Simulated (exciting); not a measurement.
# Re (Fm-3m) in exciting: reference runs

Reference runs on Re: the cell as given and a disturbed copy.

Everything below comes from runs of exciting (release sodium). Logs are shortened: lines on timing, memory, paths and dates and some standing lists are left out, and cuts for length are marked.

**1. The structure**

It takes space group Fm-3m (No. 225, cubic). The conventional cell has a = 3.950 Å, b = 3.950 Å, c = 3.950 Å, α = 90.00°, β = 90.00°, γ = 90.00°. Re (site symmetry m-3m) is surrounded by 12 Re at 2.79 Å.

This isn't the form of Re at room conditions, which is hcp.

**2. Single point, PBE**

input.xml reads:

```xml
<input>
  <title>Re</title>
  <structure speciespath="./" tshift="false">
    <crystal scale="1">
      <basevect>0.000000000000 3.732209096136 3.732209096136</basevect>
      <basevect>3.732209096136 0.000000000000 3.732209096136</basevect>
      <basevect>3.732209096136 3.732209096136 0.000000000000</basevect>
    </crystal>
    <species speciesfile="Re.xml" rmt="2.3">
      <atom coord="0.000000000000 0.000000000000 0.000000000000"/>
    </species>
  </structure>
  <groundstate do="fromscratch" ngridk="12 12 12" rgkmax="9" gmaxvr="14" lmaxapw="10" lmaxmat="10" lmaxvr="8" xctype="GGA_PBE" stype="Fermi Dirac" swidth="0.00183747" nempty="12" ValenceRelativity="iora*" epsengy="1e-05" epspot="1e-05" maxscl="60" tforce="true" outputlevel="normal"/>
</input>
```

Potentials or basis: all-electron LAPW+lo, shipped species files, valence relativity iora*.

Started as:

```console
OMP_NUM_THREADS=1 exciting_smp
```

INFO.OUT:

```text
================================================================================
EXCITING SODIUM started
All units are atomic (Hartree, Bohr, etc.)
================================================================================

********************************************************************************
* Ground-state run starting from atomic densities                              *
********************************************************************************

++++++++++++++++++++++++++++++++++++++++++++++++++++++++++++++++++++++++++++++++
+ Starting initialization                                                      +
++++++++++++++++++++++++++++++++++++++++++++++++++++++++++++++++++++++++++++++++

 Lattice vectors (cartesian) :
      0.0000000000      3.7322090961      3.7322090961
      3.7322090961      0.0000000000      3.7322090961
      3.7322090961      3.7322090961      0.0000000000

 Reciprocal lattice vectors (cartesian) :
     -0.8417515130      0.8417515130      0.8417515130
      0.8417515130     -0.8417515130      0.8417515130
      0.8417515130      0.8417515130     -0.8417515130

 Unit cell volume                           :     103.9747528401
 Brillouin zone volume                      :       2.3856773560

 Species :    1 (Re)
     parameters loaded from                 :    Re.xml
     name                                   :    rhenium
     nuclear charge                         :     -75.00000000
     electronic charge                      :      75.00000000
     atomic mass                            :  339434.59610000
     muffin-tin radius                      :       2.30000000
     # of radial points in muffin-tin       :     450

     atomic positions (lattice) :
       1 :   0.00000000  0.00000000  0.00000000

 Total number of atoms per unit cell        :       1

 Spin treatment                             :    spin-unpolarised

 Number of Bravais lattice symmetries       :      48
 Number of crystal symmetries               :      48

 k-point grid                               :      12   12   12
 Total number of k-points                   :      72
 k-point set is reduced with crystal symmetries

 R^MT_min * |G+k|_max (rgkmax)              :       9.00000000
 Species with R^MT_min                      :       1 (Re)
 Maximum |G+k| for APW functions            :       3.91304348
 Maximum |G| for potential and density      :      14.00000000

 G-vector grid sizes                        :      24    24    24
 Total number of G-vectors                  :    4909

 Maximum angular momentum used for
     APW functions                          :      10
     computing H and O matrix elements      :      10
     potential and density                  :       8
     inner part of muffin-tin               :       2

 Total nuclear charge                       :     -75.00000000
 Total electronic charge                    :      75.00000000
 Total core charge                          :      46.00000000
 Total valence charge                       :      29.00000000

 Number of empty states                     :      12
 Total number of valence states             :      27

 Maximum Hamiltonian size                   :     140
 Maximum number of plane-waves              :     113
 Total number of local-orbitals             :      27

 Exchange-correlation type                  :      20
     Perdew-Burke-Ernzerhof, Phys. Rev. Lett. 77, 3865 (1996)
     Generalised gradient approximation (GGA)

 Smearing scheme                            :    Fermi-Dirac
 Smearing width                             :       0.00183747

 Using multisecant Broyden potential mixing

++++++++++++++++++++++++++++++++++++++++++++++++++++++++++++++++++++++++++++++++
+ Ending initialization                                                        +
++++++++++++++++++++++++++++++++++++++++++++++++++++++++++++++++++++++++++++++++

********************************************************************************
* Groundstate module started                                                   *
********************************************************************************
 Output level for this task is set to normal

++++++++++++++++++++++++++++++++++++++++++++++++++++++++++++++++++++++++++++++++
+ Self-consistent loop started                                                 +
++++++++++++++++++++++++++++++++++++++++++++++++++++++++++++++++++++++++++++++++
 Density and potential initialised from atomic data

++++++++++++++++++++++++++++++++++++++++++++++++++++++++++++++++++++++++++++++++
+ SCF iteration number :    1                                                  +
++++++++++++++++++++++++++++++++++++++++++++++++++++++++++++++++++++++++++++++++
 Total energy                               :    -16704.60104917
 _______________________________________________________________
 Fermi energy                               :         0.58692670
 Kinetic energy                             :     18914.99740610
 Coulomb energy                             :    -35286.61302709
 Exchange energy                            :      -328.39495942
 Correlation energy                         :        -4.59046876

 DOS at Fermi energy (states/Ha/cell)       :        17.30223320

 Electron charges :
     core                                   :        46.00000000
     core leakage                           :         0.00000296
     valence                                :        29.00000000
     interstitial                           :         2.75775184
     charge in muffin-tin spheres :
                  atom     1    Re          :        72.24224816
     total charge in muffin-tins            :        72.24224816
     total charge                           :        75.00000000

++++++++++++++++++++++++++++++++++++++++++++++++++++++++++++++++++++++++++++++++
+ SCF iteration number :    2                                                  +
++++++++++++++++++++++++++++++++++++++++++++++++++++++++++++++++++++++++++++++++
 Total energy                               :    -16712.94844374
 _______________________________________________________________
 Fermi energy                               :         0.57736206
 Kinetic energy                             :     18910.04077875
 Coulomb energy                             :    -35289.85706081
 Exchange energy                            :      -328.54142847
 Correlation energy                         :        -4.59073322

 DOS at Fermi energy (states/Ha/cell)       :        17.57687716

 Electron charges :
     core                                   :        46.00000000
     core leakage                           :         0.00000287
     valence                                :        29.00000000
     interstitial                           :         2.70064771
     charge in muffin-tin spheres :
                  atom     1    Re          :        72.29935229
     total charge in muffin-tins            :        72.29935229
     total charge                           :        75.00000000
[... 253 lines left out ...]
 RMS change in effective potential (target) :  0.668981E-08  ( 0.100000E-04)
 Absolute change in total energy   (target) :  0.572904E-05  ( 0.100000E-04)
 Charge distance                   (target) :  0.193092E-08  ( 0.100000E-04)
 Abs. change in max-nonIBS-force   (target) :   0.00000      ( 0.500000E-04)

++++++++++++++++++++++++++++++++++++++++++++++++++++++++++++++++++++++++++++++++
+ SCF iteration number :   12                                                  +
++++++++++++++++++++++++++++++++++++++++++++++++++++++++++++++++++++++++++++++++
 Total energy                               :    -16718.01975760
 _______________________________________________________________
 Fermi energy                               :         0.56367335
 Kinetic energy                             :     18905.88883913
 Coulomb energy                             :    -35290.70045000
 Exchange energy                            :      -328.61768912
 Correlation energy                         :        -4.59045761

 DOS at Fermi energy (states/Ha/cell)       :        18.08472318

 Electron charges :
     core                                   :        46.00000000
     core leakage                           :         0.00000283
     valence                                :        29.00000000
     interstitial                           :         2.63616298
     charge in muffin-tin spheres :
                  atom     1    Re          :        72.36383702
     total charge in muffin-tins            :        72.36383702
     total charge                           :        75.00000000

 RMS change in effective potential (target) :  0.234645E-08  ( 0.100000E-04)
 Absolute change in total energy   (target) :  0.129000E-05  ( 0.100000E-04)
 Charge distance                   (target) :  0.826703E-09  ( 0.100000E-04)
 Abs. change in max-nonIBS-force   (target) :   0.00000      ( 0.500000E-04)

++++++++++++++++++++++++++++++++++++++++++++++++++++++++++++++++++++++++++++++++
| Convergency criteria checked for the last 2 iterations                       +
| Convergence targets achieved. Performing final SCF iteration                 +
++++++++++++++++++++++++++++++++++++++++++++++++++++++++++++++++++++++++++++++++
 Total energy                               :    -16718.01975785
 _______________________________________________________________
 Fermi energy                               :         0.56367335
 Kinetic energy                             :     18905.88883909
 Coulomb energy                             :    -35290.70045020
 Exchange energy                            :      -328.61768913
 Correlation energy                         :        -4.59045761

 DOS at Fermi energy (states/Ha/cell)       :        18.08472374

 Electron charges :
     core                                   :        46.00000000
     core leakage                           :         0.00000283
     valence                                :        29.00000000
     interstitial                           :         2.63616298
     charge in muffin-tin spheres :
                  atom     1    Re          :        72.36383702
     total charge in muffin-tins            :        72.36383702
     total charge                           :        75.00000000

++++++++++++++++++++++++++++++++++++++++++++++++++++++++++++++++++++++++++++++++
+ Self-consistent loop stopped                                                 +
++++++++++++++++++++++++++++++++++++++++++++++++++++++++++++++++++++++++++++++++
 STATE.OUT is written

--------------------------------------------------------------------------------
- Writing atomic positions and forces                                          -
--------------------------------------------------------------------------------

 Atomic positions (lattice) :
 atom     1  Re  :     0.00000000    0.00000000    0.00000000

 Total atomic forces including IBS (cartesian) :
 atom     1  Re  :     0.00000000    0.00000000    0.00000000

 Atomic force components including IBS (cartesian) :
 atom     1  Re  :     0.00000000    0.00000000    0.00000000   HF force
                 :     0.00000000    0.00000000    0.00000000   core correction
                 :     0.00000000    0.00000000    0.00000000   IBS correction

********************************************************************************
* Groundstate module stopped                                                   *
********************************************************************************

--------------------------------------------------------------------------------
- CAUTION! Warnings have been written in file WARNING.OUT !                    -
--------------------------------------------------------------------------------
================================================================================
| EXCITING SODIUM stopped                                                      =
================================================================================
```

It took 25 s on 1 thread of Intel Xeon Platinum 8559C (Emerald Rapids), shared host; peak memory 0.1 GiB.

Results:

| Property | Result |
| --- | --- |
| Free energy | -454920.4985 eV |
| Band gap on the k mesh | none (metal or under the smearing width) |
| All electrons inside the program's atomic spheres | Re 72.36 (radii Re 2.3 bohr) |

Levels at points of the mesh, in eV from the Fermi level:
| k point | band 11 | band 12 | band 13 | band 14 | band 15 | band 16 | band 17 | band 18 | band 19 | band 20 |
| --- | --- | --- | --- | --- | --- | --- | --- | --- | --- | --- |
| (0.00, 0.00, 0.00) | -37.25 | -9.81 | -1.78 | -1.78 | -1.78 | 1.21 | 1.21 | 13.15 | 18.57 | 18.57 |
| (0.50, 0.00, 0.00) | -37.25 | -6.55 | -1.97 | -1.97 | 0.18 | 3.61 | 3.61 | 9.38 | 12.78 | 19.08 |
| (0.50, 0.50, 0.00) | -37.25 | -6.43 | -5.59 | 2.64 | 3.56 | 4.31 | 4.31 | 11.78 | 11.78 | 12.29 |

Caveat: the log's total energy holds no entropy term; the free energy is that total less TS from the occupations. Spin-orbit coupling is left out, which matters for the levels of Re.

(Continued in part 2 of 2.)
